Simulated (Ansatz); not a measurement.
# Bands of Hf

```yaml
crystal:
  lattice:
    - [0.00000, 2.24240, 2.24240]
    - [2.24240, 0.00000, 2.24240]
    - [2.24240, 2.24240, 0.00000]
  atoms:
    - { symbol: Hf, position: [0.00000, 0.00000, 0.00000] }
```

The cell was built from the fcc type and relaxed in the same program, and has space group Fm-3m; it needn't be a known or the stable phase.

No spin–orbit coupling, which matters for the heavy atoms here.

All numbers below come from DFT, PBE, all-electron LAPW, scalar-relativistic in Ansatz 0.2.0.

Sampling and basis: a Γ-centred 13×13×13 k mesh, Fermi–Dirac smearing of 0.05 eV, basis error target 0.25 meV/atom, no spin polarisation.

Points in fractions of the reciprocal vectors of this cell: Γ (0, 0, 0), X (0.5, 0, 0.5), U (0.625, 0.25, 0.625), K (0.375, 0.375, 0.75), L (0.5, 0.5, 0.5), W (0.5, 0.25, 0.75). The path joins them by straight lines in the order Γ–X–U–K–Γ–L–W–X; legs that retrace an earlier one aren't tabulated. Energies are in eV from the Fermi level.

Q: Metal or insulator at this level of theory?

A: No gap opens: metallic or semimetallic.

Q: Tabulate bands 14 to 20, counted from the lowest band of the run, along the path.

A: 
| k (1/Å) | point | band 14 | band 15 | band 16 | band 17 | band 18 | band 19 | band 20 |
| --- | --- | --- | --- | --- | --- | --- | --- | --- |
| 0.00 | Γ | -11.61 | -11.61 | -11.61 | -7.17 | 1.40 | 1.40 | 1.40 |
| 0.20 |  | -11.61 | -11.61 | -11.61 | -6.93 | 1.13 | 1.54 | 1.54 |
| 0.40 |  | -11.62 | -11.62 | -11.62 | -6.26 | 0.46 | 1.95 | 1.95 |
| 0.60 |  | -11.64 | -11.63 | -11.63 | -5.26 | -0.32 | 1.91 | 2.64 |
| 0.80 |  | -11.65 | -11.64 | -11.64 | -4.16 | -1.05 | 1.16 | 3.59 |
| 1.00 |  | -11.65 | -11.65 | -11.64 | -3.41 | -1.62 | 1.18 | 4.77 |
| 1.20 |  | -11.65 | -11.65 | -11.63 | -3.21 | -1.98 | 1.96 | 6.06 |
| 1.40 | X | -11.64 | -11.64 | -11.62 | -3.22 | -2.10 | 2.48 | 6.27 |
| 1.47 |  | -11.65 | -11.64 | -11.62 | -3.19 | -2.08 | 2.42 | 6.17 |
| 1.54 |  | -11.65 | -11.64 | -11.62 | -3.11 | -2.02 | 2.25 | 5.90 |
| 1.61 |  | -11.65 | -11.64 | -11.62 | -2.99 | -1.93 | 2.01 | 5.53 |
| 1.68 |  | -11.65 | -11.64 | -11.62 | -2.83 | -1.82 | 1.72 | 5.13 |
| 1.75 |  | -11.65 | -11.64 | -11.62 | -2.64 | -1.68 | 1.42 | 4.72 |
| 1.83 |  | -11.65 | -11.64 | -11.62 | -2.42 | -1.54 | 1.12 | 4.34 |
| 1.90 | U | -11.65 | -11.64 | -11.62 | -2.19 | -1.42 | 0.83 | 3.97 |
| 2.02 |  | -11.65 | -11.64 | -11.62 | -2.01 | -1.34 | 0.59 | 3.60 |
| 2.14 |  | -11.65 | -11.64 | -11.62 | -1.76 | -1.22 | 0.23 | 3.13 |
| 2.26 |  | -11.65 | -11.64 | -11.62 | -1.55 | -1.09 | -0.11 | 2.85 |
| 2.39 |  | -11.65 | -11.64 | -11.62 | -1.55 | -1.09 | -0.11 | 2.85 |
| 2.51 |  | -11.65 | -11.64 | -11.62 | -1.76 | -1.22 | 0.23 | 3.13 |
| 2.63 |  | -11.65 | -11.64 | -11.62 | -2.01 | -1.34 | 0.59 | 3.60 |
| 2.75 | K | -11.65 | -11.64 | -11.62 | -2.19 | -1.42 | 0.83 | 3.97 |
| 2.97 |  | -11.65 | -11.63 | -11.63 | -1.67 | -1.19 | 0.11 | 3.10 |
| 3.18 |  | -11.65 | -11.63 | -11.63 | -2.47 | -0.34 | -0.29 | 2.61 |
| 3.39 |  | -11.65 | -11.64 | -11.62 | -3.75 | -0.33 | 0.62 | 2.53 |
| 3.60 |  | -11.65 | -11.63 | -11.62 | -5.05 | -0.02 | 1.42 | 2.47 |
| 3.82 |  | -11.63 | -11.62 | -11.61 | -6.16 | 0.54 | 1.72 | 1.89 |
| 4.03 |  | -11.62 | -11.61 | -11.61 | -6.91 | 1.13 | 1.52 | 1.54 |
| 4.24 | Γ | -11.61 | -11.61 | -11.61 | -7.17 | 1.40 | 1.40 | 1.40 |
| 4.41 |  | -11.61 | -11.61 | -11.61 | -6.99 | 1.22 | 1.48 | 1.48 |
| 4.59 |  | -11.62 | -11.62 | -11.61 | -6.49 | 0.79 | 1.68 | 1.68 |
| 4.76 |  | -11.64 | -11.64 | -11.61 | -5.73 | 0.33 | 1.79 | 1.79 |
| 4.93 |  | -11.64 | -11.64 | -11.61 | -4.87 | 0.02 | 1.67 | 1.67 |
| 5.11 |  | -11.64 | -11.64 | -11.61 | -4.14 | 0.04 | 1.43 | 1.43 |
| 5.28 |  | -11.64 | -11.64 | -11.61 | -3.72 | 0.35 | 1.25 | 1.25 |
| 5.45 | L | -11.63 | -11.63 | -11.61 | -3.61 | 0.56 | 1.18 | 1.18 |
| 5.60 |  | -11.63 | -11.63 | -11.61 | -3.48 | 0.36 | 1.13 | 1.29 |
| 5.74 |  | -11.64 | -11.63 | -11.62 | -3.12 | -0.09 | 0.92 | 1.60 |
| 5.88 |  | -11.64 | -11.63 | -11.63 | -2.58 | -0.60 | 0.58 | 2.08 |
| 6.02 |  | -11.64 | -11.64 | -11.63 | -1.92 | -1.07 | 0.21 | 2.60 |
| 6.16 |  | -11.65 | -11.64 | -11.62 | -1.44 | -1.23 | -0.11 | 2.84 |
| 6.30 |  | -11.65 | -11.64 | -11.62 | -1.68 | -0.64 | -0.31 | 2.65 |
| 6.44 | W | -11.65 | -11.65 | -11.62 | -1.76 | -0.39 | -0.39 | 2.48 |
| 6.54 |  | -11.65 | -11.65 | -11.62 | -1.87 | -0.81 | 0.09 | 2.68 |
| 6.64 |  | -11.65 | -11.65 | -11.62 | -2.14 | -1.19 | 0.59 | 3.20 |
| 6.74 |  | -11.65 | -11.65 | -11.62 | -2.47 | -1.51 | 1.10 | 3.92 |
| 6.84 |  | -11.65 | -11.65 | -11.62 | -2.77 | -1.76 | 1.60 | 4.73 |
| 6.94 |  | -11.65 | -11.65 | -11.62 | -3.01 | -1.95 | 2.04 | 5.49 |
| 7.04 |  | -11.64 | -11.64 | -11.62 | -3.16 | -2.06 | 2.36 | 6.06 |
| 7.14 | X | -11.64 | -11.64 | -11.62 | -3.22 | -2.10 | 2.48 | 6.27 |
